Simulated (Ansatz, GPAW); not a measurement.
# A Ga chain with one Sn atom in line: relaxation, then transmission at several levels, part 3 of 4

Aim: the conductance of a Ga chain with one Sn atom in line after relaxation, and whether geometry, basis or functional moves it most.

GPAW 26.7.0 and Ansatz 0.2.0; Ansatz plane waves; relaxation of the junction with the lead ends held; PAW set soft_1 (the session's first sound run).

So far, transmission at the Fermi level (one spin): step 3 (plane waves, PBE) 0.997.

**4. GPAW, dzp**

Localised orbitals split the wire into layers that couple to their neighbours alone, which is what the Green's function method needs; double zeta with polarisation is the usual level for numbers.

This step: GPAW LCAO, PAW setups; Landauer transmission from Green's functions with principal layers (ASE), zero bias (GPAW 26.7.0).

run.py

```python
import json
import numpy as np
from ase import Atoms
from ase.transport.calculators import TransportCalculator
from gpaw import GPAW, FermiDirac
from gpaw.lcao.tools import get_lcao_hamiltonian
from scipy.linalg import eigh

# The junction with lead layers at both ends, along the third cell vector
device = Atoms(
    ['Ga', 'Ga', 'Ga', 'Ga', 'Ga', 'Ga', 'Sn', 'Ga', 'Ga', 'Ga', 'Ga', 'Ga', 'Ga'],
    positions=[
        [4.50000, 4.50000, 1.27500],
        [4.50000, 4.50000, 3.82500],
        [4.50000, 4.50000, 6.37500],
        [4.50000, 4.50000, 8.92500],
        [5.34331, 4.06540, 11.51111],
        [4.51366, 4.44313, 14.10265],
        [5.44562, 4.18570, 16.61273],
        [4.52449, 4.51237, 19.11868],
        [5.39400, 4.32615, 21.74306],
        [4.50000, 4.50000, 24.39800],
        [4.50000, 4.50000, 26.94800],
        [4.50000, 4.50000, 29.49800],
        [4.50000, 4.50000, 32.04800]],
    cell=[[9.0, 0.0, 0.0], [0.0, 9.0, 0.0], [0.0, 0.0, 33.323]],
    pbc=True)

# One principal layer of the lead: the first 3 atoms of the device
lead = Atoms(
    ['Ga', 'Ga', 'Ga'],
    positions=[
        [4.50000, 4.50000, 1.27500],
        [4.50000, 4.50000, 3.82500],
        [4.50000, 4.50000, 6.37500]],
    cell=[[9.0, 0.0, 0.0], [0.0, 9.0, 0.0], [0.0, 0.0, 7.65]],
    pbc=True)

settings = dict(mode='lcao', basis='dzp', xc='PBE', h=0.2,
                occupations=FermiDirac(0.1), maxiter=250,
                mixer=dict(beta=0.1, nmaxold=8, weight=100.0),
                convergence=dict(density=0.0001))
energies = np.arange(-2, 2 + 1e-9, 0.025)
eta = 0.0001
n1, n2 = 1, 1
# k and -k transmit alike, so half of the mesh across the current serves
mesh = [(i, j) for i in range(n1) for j in range(n2) if (i, j) <= (-i % n1, -j % n2)]
weights = np.array([1 if (i, j) == (-i % n1, -j % n2) else 2 for i, j in mesh]) / (n1 * n2)


def ground_state(atoms, size, txt):
    atoms.calc = GPAW(kpts={'size': size, 'gamma': True}, symmetry={'tolerance': 1e-3}, txt=txt, **settings)
    atoms.get_potential_energy()
    return atoms.calc.get_fermi_level()


def blocks(atoms, fermi, points, nz, cells):
    """H - E_F S and S between cell 0 and the cells above it, at each point across the current."""
    kz = np.arange(nz) / nz
    calc = atoms.calc.fixed_density(kpts=[(*k, z) for k in points for z in kz], symmetry='off', txt=None)
    H, S = get_lcao_hamiltonian(calc)
    H = (H - fermi * S).reshape(len(H), len(points), nz, *S.shape[1:])
    S = S.reshape(H.shape[1:])
    phases = [np.exp(-2j * np.pi * kz * R) / nz for R in cells]
    return [(np.einsum('skzij,z->ksij', H, p), np.einsum('kzij,z->kij', S, p)) for p in phases]


def pair(a, b):
    return np.block([[a, b], [b.T.conj(), a]])


def count_channels(h, s, cells, nk=240):
    """Half the number of times that the lead's bands cross each energy, unfolded to its shortest repeat."""
    b = len(h) // cells
    bands = []
    for k in (np.arange(nk + 1) + 0.5) / nk:
        hk, sk = h[:b, :b].copy(), s[:b, :b].copy()
        for R in range(1, cells):
            phase, block = np.exp(2j * np.pi * k * R), slice(R * b, (R + 1) * b)
            hk += h[:b, block] * phase + (h[:b, block] * phase).T.conj()
            sk += s[:b, block] * phase + (s[:b, block] * phase).T.conj()
        w, u = eigh(sk)
        x = u[:, w > 1e-5] / w[w > 1e-5]**0.5  # drop near-dependent combinations
        bands.append(np.r_[eigh(x.T.conj() @ hk @ x, eigvals_only=True), [1e9] * (w <= 1e-5).sum()])
    below = np.array(bands)[:, :, None] < energies
    return (below[1:] != below[:-1]).sum((0, 1)) / 2


fermi_lead = ground_state(lead, (1, 1, 15), 'lead.txt')
fermi_device = ground_state(device, (1, 1, 3), 'device.txt')
T, channels, eigen, tail, misfit, shifts = [], [], [], 0.0, 0.0, []
for first in range(0, len(mesh), 657):
    points = [(i / n1, j / n2) for i, j in mesh[first:first + 657]]
    (H0k, S0k), (H1k, S1k), (H2k, _) = blocks(lead, fermi_lead, points, 5, range(3))
    [(Hk, Sk)] = blocks(device, fermi_device, points, 2, [0])
    tail = max(tail, abs(H2k).max())
    for H0, S0, H1, S1, H, S in zip(H0k, S0k, H1k, S1k, Hk, Sk):
        n = len(S0)
        # Shift the lead onto the potential of the device's first layer
        shift = ((H[:, 0, 0] - H0[:, 0, 0]) / S0[0, 0]).real.mean()
        shifts.append(shift)
        misfit = max(misfit, abs(H[:, :n, :n] - H0 - shift * S0).max())
        Tk, Ck, Ek = [], [], []
        for s in range(len(H)):
            t = s % len(H0)  # a lead without moments serves both spins
            h1, s1 = pair(H0[t] + shift * S0, H1[t] + shift * S1), pair(S0, S1)
            leads = dict(h1=h1, s1=s1, energies=energies, eta=eta, eta1=eta, eta2=eta)
            calc = TransportCalculator(h=H[s], s=S, eigenchannels=3, **leads)
            Tk.append(calc.get_transmission())
            Ek.append(np.sort(calc.eigenchannels_ne, axis=0)[::-1])
            Ck.append(count_channels(h1, s1, 6))
        T.append(Tk)
        channels.append(Ck)
        eigen.append(Ek)
T, channels = np.array(T), np.array(channels)
mean, open_channels = np.einsum('kse,k->se', T, weights), np.einsum('kse,k->se', channels, weights)

print(f'basis functions: device {len(S)}, principal layer {n}')
print(f'Fermi level: lead {fermi_lead:.4f} eV, device {fermi_device:.4f} eV; lead shifted by {np.mean(shifts):.4f} eV')
print(f'largest coupling past the next layer {tail:.2e} eV, largest misfit of the first layer {misfit:.3f} eV')
print('  E-E_F (eV)   ' + 'T (one spin)  channels')
for e, t, c in zip(energies, mean.T, open_channels.T):
    print(f'{e:10.3f}  ', *[f'{x:11.4e}' for x in t], *[f'{x:9.4f}' for x in c])

kT = 8.617333e-5 * 300
fine = np.linspace(energies[0], energies[-1], 4001)
both = np.exp(np.interp(fine, energies, np.log(np.maximum(mean.sum(0) * 2 / len(mean), 1e-30))))
fermi = lambda mu: 1 / (1 + np.exp(np.clip((fine - mu) / kT, -200, 200)))
slope = fermi(0) * (1 - fermi(0)) / kT
G = np.trapezoid(both * slope, fine) / 2
seebeck = -np.trapezoid(both * slope * fine, fine) / (2 * G * 300) * 1e6
print(f'conductance at 300 K: {G:.5g} G0 a cell; thermopower {seebeck:.4g} uV/K')
bias = [0.1, 0.2, 0.5, 1.0, 1.5, 2.0]
current = [38.74 * np.trapezoid(both * (fermi(V / 2) - fermi(-V / 2)), fine) for V in bias]
for V, I in zip(bias, current):
    print(f'current from the zero-bias T(E) at {V} V: {I:.5g} uA')
zero = abs(energies).argmin()
json.dump(dict(energies=energies.tolist(), T=mean.tolist(), channels=open_channels.tolist(), G=G, seebeck=seebeck,
               bias=bias, current=current, tail=tail, misfit=misfit, shift=np.mean(shifts), n_device=len(S), n_lead=n,
               fermi=[fermi_lead, fermi_device], energy=device.get_potential_energy(),
               moments=device.get_magnetic_moments().tolist(), mesh=mesh, weights=weights.tolist(),
               T_k=T[:, :, zero].tolist(), eigen=np.array(eigen[0]).tolist()), open('result.json', 'w'))
```

Run with:

```
> OMP_NUM_THREADS=1 OPENBLAS_NUM_THREADS=1 python run.py
```

Log:

```text
basis functions: device 179, principal layer 39
Fermi level: lead -2.8498 eV, device -2.7839 eV; lead shifted by -0.0104 eV
largest coupling past the next layer 6.03e-05 eV, largest misfit of the first layer 0.036 eV
  E-E_F (eV)   T (one spin)  [channel counts left out]
    -2.000    7.7295e-02
    -1.975    7.5184e-02
    -1.950    7.3172e-02
    -1.925    7.1249e-02
    -1.900    6.9405e-02
    -1.875    6.7627e-02
    -1.850    6.5904e-02
    -1.825    6.4223e-02
    -1.800    6.2566e-02
    -1.775    6.0915e-02
    -1.750    5.9244e-02
    -1.725    5.7518e-02
    -1.700    5.5692e-02
    -1.675    5.3694e-02
    -1.650    5.1418e-02
    -1.625    4.8686e-02
[...]
1.825    2.7519e+00
     1.850    2.7559e+00
     1.875    2.7600e+00
     1.900    2.7643e+00
     1.925    2.7688e+00
     1.950    2.7737e+00
     1.975    2.7791e+00
     2.000    2.7850e+00
conductance at 300 K: 1.0202 G0 a cell; thermopower -0.1067 uV/K
current from the zero-bias T(E) at 0.1 V: 7.9178 uA
current from the zero-bias T(E) at 0.2 V: 15.917 uA
current from the zero-bias T(E) at 0.5 V: 41.426 uA
current from the zero-bias T(E) at 1.0 V: 86.316 uA
current from the zero-bias T(E) at 1.5 V: 138.09 uA
current from the zero-bias T(E) at 2.0 V: 185.96 uA
```

The job ended after 85 s (1 thread of Intel Xeon Platinum 8488C (Sapphire Rapids), shared host; peak memory 1.1 GiB).

This step gave:

- conductance: 1.020 G₀
- largest coupling past the next principal layer: 6.03e-5 eV
- largest misfit of the first principal layer: 0.03624 eV
- shift that aligns the lead: -0.01037 eV
- basis functions of the junction: 179
- basis functions of a principal layer: 39
- transmission at the Fermi level (one spin): 1.016

One spin. The transmission, zone mean by energy, zero at the Fermi level:

```
energy (eV)  transmission, zone mean
     -2.000                   0.0773
     -1.900                   0.0694
     -1.800                   0.0626
     -1.700                   0.0557
     -1.600                   0.0452
     -1.500                   2.8e-7
     -1.400                   0.0899
     -1.300                   0.0771
     -1.200                   0.0778
     -1.100                   0.0860
     -1.000                    0.106
     -0.900                    0.154
     -0.800                    0.283
     -0.700                    0.654
     -0.600                    0.996
     -0.500                    0.842
     -0.400                    0.870
     -0.300                    0.991
     -0.250                     1.42
     -0.200                     1.12
     -0.100                     1.03
      0.000                     1.02
      0.100                     1.04
      0.200                     1.11
      0.300                     1.23
      0.400                     1.41
      0.500                     1.63
      0.600                     1.83
      0.700                     2.00
      0.800                     2.15
      0.900                     2.29
      1.000                     2.41
      1.100                     2.50
      1.200                     2.56
      1.300                     2.60
      1.400                     2.64
      1.500                     2.67
      1.600                     2.70
      1.700                     2.73
      1.800                     2.75
      1.900                     2.76
      2.000                     2.79
```

Not self-consistent under bias; the bias window is split evenly. Table of current through one cell, from the zero-bias transmission by bias:

```
bias (V)  current through one cell, from the zero-bias transmission (μA)
   0.100                                                            7.92
   0.200                                                            15.9
   0.500                                                            41.4
   1.000                                                            86.3
   1.500                                                             138
   2.000                                                             186
```

The transmission of the three most open eigenchannels by energy, zero at the Fermi level:

```
energy (eV)  channel 1  channel 2  channel 3
     -2.000     0.0773          0          0
     -1.900     0.0694          0          0
     -1.800     0.0626          0          0
     -1.700     0.0557          0          0
     -1.600     0.0452          0          0
     -1.500     2.8e-7          0          0
     -1.400     0.0899          0          0
     -1.300     0.0771          0          0
     -1.200     0.0778          0          0
     -1.100     0.0860          0          0
     -1.000      0.106          0          0
     -0.900      0.154          0          0
     -0.800      0.283          0          0
     -0.700      0.654          0          0
     -0.600      0.996          0          0
     -0.500      0.842          0          0
     -0.400      0.870          0          0
     -0.300      0.991     3.0e-9    2.3e-10
     -0.200      0.665      0.447    0.00813
     -0.100      0.614      0.398     0.0219
      0.000      0.624      0.355     0.0371
      0.100      0.648      0.337     0.0529
      0.200      0.672      0.365     0.0700
      0.300      0.694      0.446     0.0912
      0.400      0.717      0.577      0.120
      0.500      0.741      0.729      0.161
      0.600      0.849      0.764      0.220
      0.700      0.911      0.789      0.304
      0.800      0.927      0.811      0.415
      0.900      0.916      0.832      0.546
      1.000      0.885      0.852      0.677
      1.100      0.873      0.847      0.784
      1.200      0.896      0.878      0.789
      1.300      0.929      0.919      0.755
      1.400      0.958      0.947      0.731
      1.500      0.978      0.970      0.722
      1.600      0.994      0.980      0.728
      1.700      0.999      0.980      0.750
      1.800      0.999      0.962      0.787
      1.900      0.999      0.930      0.835
      2.000      0.999      0.897      0.889
```

At the Fermi level T is 1.02 against 0.997 in plane waves. Couplings past the next layer reach 6.0e-5 eV, small enough to drop; the matrix elements of the cell's first layer differ from the bulk lead's by up to 0.036 eV. That layer keeps its own values in the calculation, and only beyond it is the lead taken as perfect. The Fermi levels of lead and junction count from different zeros of potential, one for each periodic cell; with both set to zero, the small remaining shift is what aligns them. By hand: G = 1.020 × 77.48 μS = 79.0 μS, a resistance of 12.7 kΩ; at 0.1 V a linear junction would pass 7.90 μA, and the integral over the bias window gives 7.92 μA.

**5. Single-zeta polarised basis**

The second zeta is dropped, the polarisation orbitals stay.

run.py: that of step 4 with these lines changed.

```diff
@@ -38,3 +38,3 @@
 
-settings = dict(mode='lcao', basis='dzp', xc='PBE', h=0.2,
+settings = dict(mode='lcao', basis='szp(dzp)', xc='PBE', h=0.2,
                 occupations=FermiDirac(0.1), maxiter=250,
```

Log:

```text
basis functions: device 122, principal layer 27
Fermi level: lead -3.1746 eV, device -3.0648 eV; lead shifted by -0.0128 eV
largest coupling past the next layer 5.81e-05 eV, largest misfit of the first layer 0.036 eV
  E-E_F (eV)   T (one spin)  channels
    -2.000    6.1883e-02    1.0000
    -1.975    5.8917e-02    1.0000
    -1.950    5.5868e-02    1.0000
[...]
1.975    2.7739e+00    3.0000
     2.000    2.7794e+00    3.0000
conductance at 300 K: 1.0427 G0 a cell; thermopower -0.2191 uV/K
current from the zero-bias T(E) at 0.1 V: 8.0897 uA
current from the zero-bias T(E) at 0.2 V: 16.242 uA
current from the zero-bias T(E) at 0.5 V: 41.771 uA
current from the zero-bias T(E) at 1.0 V: 87.528 uA
current from the zero-bias T(E) at 1.5 V: 141.16 uA
current from the zero-bias T(E) at 2.0 V: 191.59 uA
```

Wall time 71 s (1 thread); peak memory 1.1 GiB.

This step gave:

* conductance: 1.043 G₀
* largest coupling past the next principal layer: 5.81e-5 eV
* largest misfit of the first principal layer: 0.03575 eV
* shift that aligns the lead: -0.01279 eV
* basis functions of the junction: 122
* basis functions of a principal layer: 27
* transmission at the Fermi level (one spin): 1.039

One spin. Transmission, zone mean against energy, zero at the Fermi level:

```
energy (eV)  transmission, zone mean
     -2.000                   0.0619
     -1.900                   0.0493
     -1.800                   0.0325
     -1.700                   2.9e-4
     -1.600                   6.0e-9
     -1.500                   1.8e-8
     -1.400                    0.111
     -1.300                    0.121
     -1.200                    0.122
     -1.100                    0.133
     -1.000                    0.159
     -0.900                    0.221
     -0.800                    0.371
     -0.700                    0.719
     -0.600                    0.998
     -0.500                    0.882
     -0.400                    0.888
     -0.300                    0.997
     -0.200                     1.10
     -0.100                     1.05
      0.000                     1.04
      0.100                     1.06
      0.200                     1.13
      0.300                     1.26
      0.400                     1.46
      0.500                     1.69
      0.600                     1.89
      0.700                     2.07
      0.800                     2.22
      0.900                     2.36
      1.000                     2.47
      1.100                     2.54
      1.200                     2.58
      1.300                     2.61
      1.400                     2.64
      1.500                     2.67
      1.600                     2.70
      1.700                     2.73
      1.800                     2.74
      1.900                     2.76
      2.000                     2.78
```

The conductance, 1.04 G₀, lies 2.2 % above that of the dzp run.

**6. Minimal basis**

The minimal basis is the cheapest rung: no second zeta and no polarisation.

run.py: that of step 5 with these lines changed.

```diff
@@ -38,3 +38,3 @@
 
-settings = dict(mode='lcao', basis='szp(dzp)', xc='PBE', h=0.2,
+settings = dict(mode='lcao', basis='sz(dzp)', xc='PBE', h=0.2,
                 occupations=FermiDirac(0.1), maxiter=250,
```

Log:

```text
basis functions: device 57, principal layer 12
Fermi level: lead -3.2329 eV, device -3.1047 eV; lead shifted by -0.0144 eV
largest coupling past the next layer 5.75e-05 eV, largest misfit of the first layer 0.039 eV
  E-E_F (eV)   T (one spin)  channels
    -2.000    6.8462e-02    1.0000
    -1.975    6.4744e-02    1.0000
    -1.950    6.0825e-02    1.0000
[...]
1.975    2.7549e+00    3.0000
     2.000    2.7578e+00    3.0000
conductance at 300 K: 1.0485 G0 a cell; thermopower -0.5436 uV/K
current from the zero-bias T(E) at 0.1 V: 8.1306 uA
current from the zero-bias T(E) at 0.2 V: 16.302 uA
current from the zero-bias T(E) at 0.5 V: 41.447 uA
current from the zero-bias T(E) at 1.0 V: 86.996 uA
current from the zero-bias T(E) at 1.5 V: 140.48 uA
current from the zero-bias T(E) at 2.0 V: 190.8 uA
```

It took 52 s on 1 thread; peak memory 0.99 GiB.

Numbers from this step:

```yaml
conductance: 1.048 G₀
largest_coupling_past_the_next_principal_layer: 5.75e-5 eV
largest_misfit_of_the_first_principal_layer: 0.03867 eV
shift_that_aligns_the_lead: -0.01438 eV
basis_functions_of_the_junction: 57
basis_functions_of_a_principal_layer: 12
transmission_at_the_fermi_level_one_spin: 1.046
```

One spin. Transmission, zone mean against energy, zero at the Fermi level:

```
energy (eV)  transmission, zone mean
     -2.000                   0.0685
     -1.800                   0.0257
     -1.600                   1.0e-8
     -1.400                    0.121
     -1.200                    0.125
     -1.000                    0.169
     -0.800                    0.393
     -0.600                    0.998
     -0.400                    0.908
     -0.200                     1.05
      0.000                     1.05
      0.200                     1.13
      0.400                     1.44
      0.600                     1.88
      0.800                     2.20
      1.000                     2.45
      1.200                     2.59
      1.400                     2.65
      1.600                     2.70
      1.800                     2.74
      2.000                     2.76
```

The conductance, 1.05 G₀, lies 2.8 % above that of the dzp run.

[end of part 3 of 4]

[Logs are printed without paths, hosts, clocks, repeated set-up lines and the standing remarks that a program may print on its own settings, such as how far it seeks lower states.]

[Hosts, paths, dates, database ids (printed as entryN), source tags and the programs' standing remarks are cut or masked in the printed files.]
